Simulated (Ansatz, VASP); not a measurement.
# CsBS2 (CuAu-ordered zincblende type (invented)) in two plane-wave programs

Aim: how closely do two programs agree when they are given the same cell, functional and k mesh? The cell is generated by rule, not measured, and may not be a known phase. Of the first pair: The two relaxations start from unlike cells of this crystal (the structure described is Ansatz's start), so only their ends are compared.

Method: plane waves, with VASP 6.6.1 beside it; relaxation of cell and atoms at PBE, in Ansatz 0.2.0.

**1. Set-up**

The structure is tetragonal, space group P-4m2 (No. 115). Conventional cell: a = 4.376 Å, b = 4.376 Å, c = 6.189 Å, α = 90.00°, β = 90.00°, γ = 90.00°. Nearest to Cs lie 4 S at 2.68 Å. Nearest to B lie 4 S at 2.68 Å. S has 2 Cs at 2.68 Å and 2 B at 2.68 Å nearest. Farther neighbours and most contacts between anions are not listed.

Coordinates:

```cif
data_structure
_symmetry_space_group_name_H-M 'P-4m2'
_symmetry_Int_Tables_number 115
_cell_length_a 4.3764
_cell_length_b 4.3764
_cell_length_c 6.1892
_cell_angle_alpha 90.000
_cell_angle_beta 90.000
_cell_angle_gamma 90.000
_cell_volume 118.54
loop_
_atom_site_label
_atom_site_type_symbol
_atom_site_symmetry_multiplicity
_atom_site_Wyckoff_symbol
_atom_site_fract_x
_atom_site_fract_y
_atom_site_fract_z
_atom_site_occupancy
Cs1 Cs 1 a 0.00000 0.00000 0.00000 1
B1 B 1 c 0.50000 0.50000 0.50000 1
S1 S 2 g 0.00000 0.50000 0.25000 1
```

**2. VASP: relaxation of cell and atoms, PBE, pair 1**

The relaxed volume is the usual yardstick between codes: in a stiff, nearly cubic crystal its relative difference is about their pressure difference at one cell divided by the bulk modulus.

Lines of VASP's logs that name or quote its potential files are left out, and so is its time.

INCAR

```
SYSTEM = CsBS2
PREC = Accurate
ENCUT = 500
EDIFF = 1E-07
NELM = 120
ISMEAR = 0
SIGMA = 0.1
LREAL = .FALSE.
ALGO = Normal
GGA = PE
NBANDS = 18
LORBIT = 11
LWAVE = .FALSE.
LCHARG = .FALSE.
ISIF = 3
IBRION = 2
NSW = 80
EDIFFG = -0.005
LASPH = .TRUE.
GGA_COMPAT = .FALSE.
NELMIN = 4
```

POSCAR

```
CsBS2
1.0
    3.3661947994      0.0000000000      0.0000000000
    0.0000000000      3.3661947994      0.0000000000
    0.0000000000      0.0000000000      7.9370813221
Cs B S
1 1 2
Direct
    0.0000000000      0.0000000000      0.0000000000
    0.5000000000      0.5000000000      0.5000000000
    0.0000000000      0.5000000000      0.3602910143
    0.5000000000      0.0000000000      0.6397089857
```

KPOINTS

```
Automatic mesh
0
Gamma
4 4 4
0 0 0
```

PAW data sets: Cs_sv, B and S (PBE family, release 64).

Run with:

```sh
> mpirun -np 1 vasp_std
```

Numbers of over 12 decimals in the logs are rounded to 6 here.

The log of the run:

```text
[banner, memory and clock lines left out]
running    1 mpi-ranks, on    1 nodes
 distrk:  each k-point on    1 cores,    1 groups
 distr:  one band on    1 cores,    1 groups

 POSCAR found type information on POSCAR CsB S
 POSCAR found :  3 types and       4 ions
 LDA part: xc-table for (Slater+PW92), standard interpolation
 POSCAR, INCAR and KPOINTS ok, starting setup
 FFT: planning ... GRIDC
 FFT: planning ... GRID_SOFT
 FFT: planning ... GRID
 WAVECAR not read
 entering main loop
       N       E                     dE             d eps       ncg     rms          rms(c)
DAV:   1     0.119868763180E+03    0.11987E+03   -0.10611E+04   648   0.114E+03
DAV:   2    -0.856493787403E+01   -0.12843E+03   -0.12573E+03   840   0.191E+02
DAV:   3    -0.174355791315E+02   -0.88706E+01   -0.88282E+01   818   0.552E+01
DAV:   4    -0.175436269303E+02   -0.10805E+00   -0.10787E+00   926   0.674E+00
DAV:   5    -0.175448368257E+02   -0.12099E-02   -0.12096E-02   864   0.702E-01    0.939E+00
DAV:   6    -0.169930878650E+02    0.55175E+00   -0.69078E-01   860   0.377E+00    0.609E+00
DAV:   7    -0.169182375102E+02    0.74850E-01   -0.66697E-01   886   0.358E+00    0.124E+00
DAV:   8    -0.169112721209E+02    0.69654E-02   -0.93564E-02   838   0.153E+00    0.303E-01
DAV:   9    -0.169118504156E+02   -0.57829E-03   -0.44356E-03   942   0.386E-01    0.989E-02
DAV:  10    -0.169120155751E+02   -0.16516E-03   -0.40363E-04   840   0.109E-01    0.341E-02
DAV:  11    -0.169120821095E+02   -0.66534E-04   -0.12839E-04   934   0.583E-02    0.153E-02
DAV:  12    -0.169120982984E+02   -0.16189E-04   -0.18762E-05   730   0.265E-02    0.109E-02
DAV:  13    -0.169121020911E+02   -0.37926E-05   -0.60742E-06   840   0.130E-02    0.669E-03
DAV:  14    -0.169121027184E+02   -0.62734E-06   -0.17870E-06   794   0.726E-03    0.117E-03
DAV:  15    -0.169121027738E+02   -0.55337E-07   -0.15189E-07   638   0.234E-03
   1 F= -.16912103E+02 E0= -.16905555E+02  d E =-.169121E+02
 curvature:   0.00 expect dE= 0.000E+00 dE for cont linesearch  0.000E+00
 trial: gam= 0.00000 g(F)=  0.394E-06 g(S)=  0.303E-04 ort = 0.000E+00 (trialstep = 0.100E+01)
 search vector abs. value=  0.307E-04
 bond charge predicted
       N       E                     dE             d eps       ncg     rms          rms(c)
DAV:   1    -0.169121476223E+02   -0.44904E-04   -0.19461E-03   710   0.238E-01    0.282E-02
DAV:   2    -0.169121297243E+02    0.17898E-04   -0.58047E-05   864   0.459E-02    0.144E-02
DAV:   3    -0.169121224598E+02    0.72645E-05   -0.11288E-05   810   0.182E-02    0.747E-03
DAV:   4    -0.169121211301E+02    0.13297E-05   -0.29792E-06   862   0.981E-03    0.201E-03
DAV:   5    -0.169121210496E+02    0.80506E-07   -0.18721E-07   690   0.257E-03
   2 F= -.16912121E+02 E0= -.16905583E+02  d E =-.182758E-04
 trial-energy change:   -0.000018  1 .order   -0.000018   -0.000031   -0.000006
 step:   1.2259(harm=  1.2259)  dis= 0.00012  next Energy=   -16.912122 (dE=-0.188E-04)
 reached required accuracy - stopping structural energy minimisation
```

From OUTCAR (step 2):

```text
ion  position               nearest neighbor table
   1  0.000  0.000  0.000-
   2  0.500  0.500  0.500-   3 2.02   4 2.02   4 2.02   3 2.02
   3  0.000  0.500  0.360-   2 2.02   2 2.02
   4  0.500  0.000  0.640-   2 2.02   2 2.02

  LATTYP: Found a simple tetragonal cell.
 ALAT       =     3.3661947994
 C/A-ratio  =     2.3578793846

 Subroutine GETGRP returns: Found  8 space group operations
 (whereof  8 operations were pure point group operations)

The static configuration has the point symmetry D_2d.

 Found     18 irreducible k-points:

   k-points           NKPTS =     18   k-points in BZ     NKDIM =     18   number of bands    NBANDS=     18

   dimension x,y,z NGX =    28 NGY =   28 NGZ =   60
   dimension x,y,z NGXF=    56 NGYF=   56 NGZF=  120

   ENCUT  =  500.0 eV  36.75 Ry    6.06 a.u.   6.14  6.14 14.47*2*pi/ulx,y,z

   NELECT =      24.0000    total number of electrons

 k-points in reciprocal lattice and weights: Automatic mesh
   0.00000000  0.00000000  0.00000000       0.016
   0.25000000  0.00000000  0.00000000       0.062
   0.50000000  0.00000000  0.00000000       0.031
   0.25000000  0.25000000  0.00000000       0.062
   0.50000000  0.25000000  0.00000000       0.062
   0.50000000  0.50000000  0.00000000       0.016
   0.00000000  0.00000000  0.25000000       0.031
   0.25000000  0.00000000  0.25000000       0.125
   0.50000000  0.00000000  0.25000000       0.062
[...]
0.50000000  0.25000000  0.50000000       0.062
   0.50000000  0.50000000  0.50000000       0.016

 average (electrostatic) potential at core
       1 -48.4952       2 -29.8594       3 -87.0191       4 -87.0191

 E-fermi :   4.3597

 k-point     1 :       0.0000    0.0000    0.0000
  band No.  band energies     occupation
    ...
      8       0.3822      2.00000
      9       0.3822      2.00000
     10       2.7991      2.00000
     11       4.1583      1.99560
     12       4.1583      1.99560
     13       5.0704      0.00000
     14       5.4558      0.00000
     15       6.3546      0.00000
     16       6.8401      0.00000
     17       9.2702      0.00000
    ...

 k-point     2 :       0.2500    0.0000    0.0000
  band No.  band energies     occupation
    ...
      8      -0.2995      2.00000
      9       0.6663      2.00000
     10       2.0897      2.00000
     11       2.9700      2.00000
     12       4.2595      1.84366
     13       5.8533      0.00000
     14       6.5872      0.00000
     15       7.5771      0.00000
     16       8.8443      0.00000
     17       9.6625      0.00000
    ...

 k-point     3 :       0.5000    0.0000    0.0000
  band No.  band energies     occupation
    ...
      8      -0.3087      2.00000
      9       1.0015      2.00000
     10       1.5973      2.00000
     11       2.2108      2.00000
     12       4.3140      1.48151
     13       5.5030      0.00000
     14       6.9587      0.00000
     15       7.0465      0.00000
     16       9.1327      0.00000
     17       9.9880      0.00000
    ...

  Total       -0.0056849     -0.0056849      0.0048776      0.0000000     -0.0000000      0.0000000
  in kB       -0.1012632     -0.1012632      0.0868821      0.0000000     -0.0000000      0.0000000
  external PRESSURE =      -0.0385481 kB  Pullay stress =       0.0000000 kB

  energy-cutoff  :      500.00
  volume of cell :       89.95
      direct lattice vectors                 reciprocal lattice vectors
     3.365482207  0.000000000  0.000000000     0.297134241  0.000000000  0.000000000
     0.000000000  3.365482207  0.000000000     0.000000000  0.297134241  0.000000000
     0.000000000  0.000000000  7.941253235     0.000000000  0.000000000  0.125924709

 POSITION                                       TOTAL-FORCE (eV/Angst)
 -----------------------------------------------------------------------------------
      0.00000      0.00000      0.00000         0.000000     -0.000000      0.000000
      1.68274      1.68274      3.97063         0.000000     -0.000000      0.000000
      3.36548      1.68274      2.86126         0.000000      0.000000      0.003552
      1.68274      0.00000      5.07999         0.000000     -0.000000     -0.003552
 -----------------------------------------------------------------------------------
    total drift:                                0.000000     -0.000000      0.000000

  FREE ENERGIE OF THE ION-ELECTRON SYSTEM (eV)
  ---------------------------------------------------
  free  energy   TOTEN  =       -16.9121210496 eV

  energy  without entropy=      -16.8990456990  energy(sigma->0) =      -16.90558337

 reached required accuracy - stopping structural energy minimisation

 total charge
# of ion       s       p       d       tot
------------------------------------------
    1        1.838   4.693   0.103   6.634
    2        0.617   0.990   0.000   1.607
    3        1.316   2.418   0.000   3.734
    4        1.316   2.418   0.000   3.734
--------------------------------------------------
tot          5.087  10.520   0.103  15.710

[... 3 further parts left out ...]
```

**3. Ansatz: relaxation of cell and atoms, PBE, pair 1**

Ansatz runs on its default PAW (the set named soft_2) files.

Its own start cell and the same functional, mesh and smearing now go to Ansatz, which takes its cutoff from its data sets.

input.yaml

```yaml
crystal:
  lattice:
    - [4.37642, 0.0, 0.0]
    - [0.0, 4.37642, 0.0]
    - [0.0, 0.0, 6.18919]
  atoms:
    - { symbol: Cs, position: [0.0, 0.0, 0.0] }
    - { symbol: B, position: [0.5, 0.5, 0.5] }
    - { symbol: S, position: [0.0, 0.5, 0.25] }
    - { symbol: S, position: [0.5, 0.0, 0.75] }
kpoints:
  mp_grid: { grid: [4, 4, 4] }
hamiltonian:
  xc: pbe
scf:
  occupations: { method: gaussian, width: 0.1 }
output:
  forces: true
  stress: true
  eigenvalues: true
relax:
  adjacent_minimum: "off"
  f_tol: 0.05
  max_steps: 80
  cell: { stress_tol: 0.5 }
```

Run with:

```sh
> ansatz run input.yaml --threads 2 --pin off --max-ram 5120MiB --backend cpu --events-out ev --progress --plain --runs-dir out
```

The log of the run:

```text
The last accepted step is kept in <dir> (removed where the run ends without a failure and the disk answers)
Engine: ansatz 0.2.0, x86_64-unknown-linux-gnu
Pseudopotentials: kind: paw
Pseudopotential: Cs, paw, valence charge 9, recommended cutoff 420 eV (normal), Cs.paw.azcp
Pseudopotential: B, paw, valence charge 3, recommended cutoff 420 eV (normal), B.paw.azcp
Pseudopotential: S, paw, valence charge 6, recommended cutoff 420 eV (normal), S.paw.azcp
Functional definition: PBE
  parameter kappa = 0.804
  parameter beta = 0.066725
  exchange = pbe_x(kappa = kappa, mu = beta*pi^2/3)
  correlation = pbe_c(beta = beta)
Crystal: 4 atoms, lattice volume = 118.542 Å³
Basis set: ecut = 420 eV, 2301 PW (Γ), exchange–correlation on 60×60×90 points (8 copies of the dense FFT grid, shifted against one another)
Bands: 16, of which v1, the nominal top of the filled ones, is band 12 counted from 1 (11 counted from 0)
Symmetry: 8 space group operations
Space group: P-4m2 (ITA 115), of the structure as read, at distance tolerance 4.9e-5 Å
k-points: 18 of 64 (time reversal used)
Non-local potential: Cs, projectors of the file, l = 0: 3, l = 1: 2, l = 2: 2, l = 3: 2
Non-local potential: B, projectors of the file, l = 0: 2, l = 1: 2, l = 2: 1
Non-local potential: S, projectors of the file, l = 0: 2, l = 1: 2, l = 2: 2
PAW form: soft (Blöchl's): semilocal exchange-correlation on the pseudo side does not see the compensation charge
PAW one-centre angular grid: Cs, 194 points (default); XC on 64 Gauss nodes
PAW one-centre angular grid: B, 110 points (default); XC on 64 Gauss nodes
PAW one-centre angular grid: S, 110 points (default); XC on 64 Gauss nodes
Initial density: superposition of atomic densities (neutral atoms: chi_scale 0, normalization atom), corrected by the library's trained network
Initial wavefunctions: pseudopotential atomic-orbital guess
Functional: x = pbe(κ = 0.804, μ = 0.219515), c = pbe(β = 0.066725)
SCF iter   1: F=—  HF=-7624.847305 eV  |F-HF|=—  |Δ(HF+E_count)|=         —  Δρ=5.93e-3  dr2=4.91e-2  ethr=1.77e-3  ⟨swp⟩=7.0  Hψ=1681  notcnv=0
preconditioner: auto → LDOS  [metal: Δε(μ)=0.047 eV  Ē_g=7.401 eV  σ=0.100 eV  W_gap=0.25  n_scr=20 (ndim 8)  ℏωp=16.0 eV  f_vac=0.048  D(μ)=4.28/eV (n_scr^D=36)  β→1.0]
SCF iter   2: F=—  HF=-7624.843023 eV  |F-HF|=—  |Δ(HF+E_count)|=   4.28e-3  Δρ=3.08e-3  dr2=1.10e-2  ethr=2.05e-4  ⟨swp⟩=2.4  Hψ=627  notcnv=0
SCF iter   3: F=—  HF=-7624.841041 eV  |F-HF|=—  |Δ(HF+E_count)|=   1.98e-3  Δρ=8.66e-4  dr2=2.35e-3  ethr=4.60e-5  ⟨swp⟩=2.6  Hψ=490  notcnv=0
SCF iter   4: F=—  HF=-7624.840743 eV  |F-HF|=—  |Δ(HF+E_count)|=   2.98e-4  Δρ=3.95e-4  dr2=2.85e-4  ethr=9.79e-6  ⟨swp⟩=2.1  Hψ=358  notcnv=0
SCF iter   5: F=—  HF=-7624.840671 eV  |F-HF|=—  |Δ(HF+E_count)|=   7.23e-5  Δρ=9.96e-5  dr2=3.28e-5  ethr=1.19e-6  ⟨swp⟩=2.4  Hψ=508  notcnv=0
SCF iter   6: F=—  HF=-7624.840809 eV  |F-HF|=—  |Δ(HF+E_count)|=   1.38e-4  Δρ=4.11e-5  dr2=3.82e-6  ethr=1.37e-7  ⟨swp⟩=2.7  Hψ=440  notcnv=0
SCF iter   7: F=—  HF=-7624.840808 eV  |F-HF|=—  |Δ(HF+E_count)|=   9.48e-7  Δρ=1.23e-5  dr2=3.08e-7  ethr=1.59e-8  ⟨swp⟩=2.9  Hψ=508  notcnv=0
SCF iter   8: F=-7624.840808 eV  HF=-7624.840808 eV  |F-HF|=5.73e-9  |Δ(HF+E_count)|=   6.10e-8  Δρ=2.74e-6  dr2=1.28e-8  ethr=4.17e-10  ⟨swp⟩=5.5  Hψ=1226  notcnv=0
SCF 1 converged in 8 iterations: F = -7624.840808 eV  dr2 = 1.28e-8
  greatest PAW one-centre occupation: 0.933 electrons in one spin orbital (limit 2), on the Cs atom at site 0 (counted from 0), in its partial waves of l = 0
relax step   1: F+E_penalty+E_count = -7624.84080828 eV  Δ(F+E_penalty+E_count) = +0.000e0 eV  max|allowed force component| = 4.500e0 eV/Å  Δτ_max = 0.0000 Å  P = +4.955 GPa  Ω = 118.542 Å³  (8 SCF iters, dr2 threshold 1.00e-7 eV, accepted)
[...]
relax step  14: F+E_penalty+E_count = -7631.94342003 eV  Δ(F+E_penalty+E_count) = -2.136e-2 eV  max|allowed force component| = 5.088e-2 eV/Å  Δτ_max = 0.0000 Å  P = +0.131 GPa  Ω = 89.535 Å³  stress off target by 3.22e-1 GPa  SCF on the basis re-selected at this cell (its energy is not comparable with the rows above)  (6 SCF iters)
[...]
relax step  15: F+E_penalty+E_count = -7631.94349144 eV  Δ(F+E_penalty+E_count) = -7.142e-5 eV  max|allowed force component| = 3.728e-2 eV/Å  Δτ_max = 0.0041 Å  P = +0.235 GPa  Ω = 89.535 Å³  (6 SCF iters, dr2 threshold 1.62e-7 eV, accepted)
[...]
relax step  16: F+E_penalty+E_count = -7631.94349144 eV  Δ(F+E_penalty+E_count) = -7.276e-12 eV  max|allowed force component| = 3.727e-2 eV/Å  Δτ_max = 0.0000 Å  P = +0.235 GPa  Ω = 89.535 Å³  stress off target by 4.92e-1 GPa  SCF on the basis re-selected at this cell (its energy is not comparable with the rows above)  (6 SCF iters)
basis re-selected at this cell: Δ(F+E_penalty+E_count) = -7.276e-12 eV, ΔP = -0.000 GPa vs the last step (what re-selecting the basis moved, of the pressure what is left beyond the Pulay correction that the steps carried, after the strain that the cell walked since its last selection, with what the two solves' SCF thresholds leave and, on support functions, any second-order correction that the steps lacked; it is no  [...]
SCF converged after 6 iterations
Free energy (F): -7631.943491 eV
Harris-Foulkes:  -7631.943491 eV  (|F-HF|=5.46e-12)
Internal energy: -7631.930441 eV  (E = F + TS)
E sigma→0 (E₀):  -7631.936966 eV
Entropy (-TS):   -0.013050 eV (-3.263 meV/atom)
Fermi energy:    7.452265 eV
--- Per-component energies (eV) ---
  E_band       = -23.549492
  E_kinetic    = 404.148343
  E_local      = -465.228611  (includes V_loc(G=0)·N_el)
  E_nonlocal   = 97.836220
  E_hartree    = 156.470230
  E_xc         = -401.094825
  E_vxc        = -340.219751  (∫ρ·V_xc dr)
  E_paw        = -6345.691293  (= ΣΔE_a)
  E_vpaw       = -33.026183  (= ΣTr[D̂ρ^β])
  E_aug_tail   = -0.000001  (compensation charges beyond the density's cutoff)
  E_ewald      = -1078.370506
  E_smearing   = -0.013050  (= −TS)
  E_closure    = 0.000000  (closes the sum)
  Σ components = -7631.943491   (vs F -7631.943491, Δ=0.00e0)
--- Forces (eV/Å), atoms counted from 1 ---
  atom   1  Cs    -0.00000000     0.00000000    -0.00000000
  atom   2  B      0.00000000     0.00000000     0.00000000
  atom   3  S     -0.00000000    -0.00000000    -0.03727354
  atom   4  S     -0.00000000    -0.00000000     0.03727354
  max |Σ_I F_I| component: 1.32e-16 eV/Å
--- Stress (GPa, compression-positive) ---
        0.106447       0.000000       0.000000
        0.000000       0.106447      -0.000000
        0.000000      -0.000000       0.492011
  P = ⅓ Tr σ = 0.2350 GPa (2.350 kbar)
--- Band table (eV; the first three rows and the last of 18) ---
  k-point 0: bands = [... 8 lower, 3.4436, 5.9079, 7.2504, 7.2504, 8.2310, 8.5630, 9.4930, 9.9361]
  k-point 1: bands = [... 8 lower, 3.4372, 5.5188, 7.2813, 7.2813, 8.3753, 8.6797, 9.3016, 9.8109]
  k-point 2: bands = [... 8 lower, 3.4307, 5.0755, 7.3127, 7.3127, 8.5143, 8.9151, 9.0202, 9.6512]
  k-point 17: bands = [... 8 lower, 3.8598, 3.8598, 3.8633, 5.4908, 6.9528, 9.8514, 9.8514, 10.4550]
--- Relaxed structure (14 steps of the walk, 14 accepted, 2 SCFs on fresh bases) ---
  F+E_penalty+E_count = -7631.94349144 eV   max|allowed force component| = 3.727e-2 eV/Å   (the final SCF, on the basis selected at the relaxed cell)
  cell:  # Å, volume = 89.5353 Å³
    - [3.364060, 0, -1.181011019099267e-16]
    - [0, 3.364060, 0]
    - [-1.6702011208474027e-16, 0, 7.911644]
  atoms:
    - { symbol: Cs, position: [0, 0, 1.961979569513561e-18] }
    - { symbol: B, position: [0.500000, 0.500000, 0.5] }
    - { symbol: S, position: [-4.319802829534222e-18, 0.500000, 0.360052] }
    - { symbol: S, position: [0.500000, 0, 0.639948] }
```

The column dr2 measures how far the density is from self-consistency, as an energy; F and HF (Harris–Foulkes) agree once it is small.

**4. Differences**

Known differences besides the potentials themselves: the cutoff is 420 eV in Ansatz and 500 eV in VASP; Ansatz adds a Pulay correction to the stress that steers its cell, VASP none. Total energies have different zeros and are not compared.

The two programs side by side:

```
                                         quantity  Ansatz   VASP  difference
                                      volume (Å³)   89.54  89.95     -0.46 %
edge a after relaxation, in the typed setting (Å)   3.364  3.365     -0.04 %
edge c after relaxation, in the typed setting (Å)   7.912  7.941     -0.37 %
```

(Continued in part 2 of 2.)

[Lines on the potential files, build, host, timing and source positions are cut from VASP's logs without a mark.]

[Logs are printed without paths, hosts, clocks, repeated set-up lines and the standing remarks that a program may print on its own settings, such as how far it seeks lower states.]

[Hosts, paths, dates, database ids (printed as entryN), source tags and the programs' standing remarks are cut or masked in the printed files.]
